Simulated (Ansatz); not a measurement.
The following input was run with Ansatz 0.2.0.

```yaml
crystal:
  lattice:
    - [1.6098986341, -2.6701545956, 0.1912109732]
    - [1.4027273988, 2.5451299393, -0.0707032943]
    - [0.2307682431, -0.3026820676, 6.4663092699]
  atoms:
    - { symbol: H, position: [0.5715891197, 0.4334445709, 1.0009813036] }
    - { symbol: H, position: [0.4284108803, 0.5665554291, -0.0009813036] }
    - { symbol: H, position: [0.4242347774, 0.5655455051, 0.5047006739] }
    - { symbol: H, position: [0.5757652226, 0.4344544949, 0.4952993261] }
basis:
  ecutwfc: 420
kpoints:
  mp_grid: { grid: [8, 8, 4] }
hamiltonian:
  xc: pbe
scf:
  occupations: { method: gaussian, width: 0.02 }
output:
  forces: true
  stress: true
  eigenvalues: true
```

It can be run as
```bash
ansatz run input.yaml --threads 1 --pin off --backend cpu --events-out ev --progress --plain --runs-dir out  # memory cap (--max-ram) not shown
```

All numbers below come from Ansatz 0.2.0, DFT PBE, scalar-relativistic, plane waves, PAW.

Abridged output (final results; tables in files aren't shown):

```
SCF 1 converged in 6 iterations: F = -63.472982 eV  dr2 = 4.78e-12
SCF converged after 6 iterations
Free energy (F): -63.472982 eV
Harris-Foulkes:  -63.472982 eV  (|F-HF|=8.31e-13)
Internal energy: -63.472982 eV  (E = F + TS)
E sigma→0 (E₀):  -63.472982 eV
Fermi energy:    -4.052575 eV
--- Per-component energies (eV) ---
  E_band       = -36.164098
  E_kinetic    = 54.666270
  E_local      = -95.512562  (includes V_loc(G=0)·N_el)
  E_nonlocal   = 6.954639
  E_hartree    = 23.137998
  E_xc         = -35.516247
  E_vxc        = -45.625541  (∫ρ·V_xc dr)
  E_paw        = -2.358080  (= ΣΔE_a)
  E_vpaw       = -2.917730  (= ΣTr[D̂ρ^β])
  E_aug_tail   = -0.005186  (compensation charges beyond the density's cutoff)
  E_ewald      = -14.839815
  E_smearing   =  0.000000  (= −TS)
--- Forces (eV/Å), atoms counted from 1 ---
  atom   1  H      0.06214983    -0.91929327     0.06583958
  atom   2  H     -0.06214983     0.91929327    -0.06583958
  atom   3  H     -0.03747100     0.40549901     0.01464384
  atom   4  H      0.03747100    -0.40549901    -0.01464384
--- Stress (GPa, compression-positive) ---
        0.738853      -0.074538       0.030734
       -0.074538       3.682347      -0.158211
        0.030734      -0.158211       0.184638
  P = ⅓ Tr σ = 1.5353 GPa (15.353 kbar)
--- Band table (eV; the first three rows and the last of 132) ---
  k-point 0: bands = ["-10.4861", "-9.8525", "0.7890", "4.5664", "9.3884", "9.8615"]
  k-point 1: bands = ["-10.4031", "-9.9553", "1.2234", "3.8150", "9.4662", "9.7737"]
  k-point 2: bands = ["-10.2115", "-10.1668", "2.3623", "2.4016", "9.5932", "9.6225"]
  k-point 131: bands = ["-8.4731", "-8.3955", "0.6675", "0.7530", "6.8983", "6.9065"]
```

The run converged.

The cell holds molecules, and where no dispersion correction was added their binding is poorly described.